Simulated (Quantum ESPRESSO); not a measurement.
```xyz
4
Lattice="3.198 0.000 0.000 -1.599 2.769 0.000 0.000 0.000 5.229" Properties=species:S:1:pos:R:3 pbc="T T T" subject="Canted and collinear textures of CoO" method="PBE; plane waves with PseudoDojo 0.4 FR PBE standard potentials, spin-orbit coupling (and 1 further level or step)" program="Quantum ESPRESSO 7.5" settings_of_one_run="PseudoDojo 0.4 FR PBE standard, potential files Co: Co.upf, O: O.upf, cutoff 1115.67 eV, 5×5×3 k-mesh, 64 bands, fermi-dirac occupations, smearing width 0.1 eV, SCF threshold 4.00e-8, starting moments 3 3 0 0 μB" cost="5 runs, 27 min in all on 4 MPI ranks of Arm Neoverse V1, shared host (the runs of this entry)" notes="Known weakness: gga takes another form for collinear and canted starts. The cell holds only so many moments, so longer spirals cannot form in it. No Hubbard term acts here. In such compounds local and semilocal functionals without one often delocalise the d electrons, and can shrink or lose moments and miss the size, sign and order of the couplings. The smearing term is large for its width, so states at the Fermi level are partly filled: at this level the cell is a metal or has a gap of a few widths at most." lowest_start="collinear alternating" its_final_state="antiferromagnetic" its_moments="2.14 μB" its_net_moment="5.2e-4 μB a cell"
Co    0.000    0.000    0.018
Co    0.000    1.846    2.632
O     0.000    0.000    1.943
O     0.000    1.846    4.557
```

[Logs and program files are shortened in this print: banners, set-up blocks, solver, clock and traceback lines can be left out without a mark of their own.]

[Logs are printed without paths, hosts, clocks, repeated set-up lines and the standing remarks that a program may print on its own settings, such as how far it seeks lower states.]

[Hosts, paths, dates, database ids (printed as entryN), source tags and the programs' standing remarks are cut or masked in the printed files.]

[Where a cell is said to come from a database of computed structures, the database is the Materials Project.]
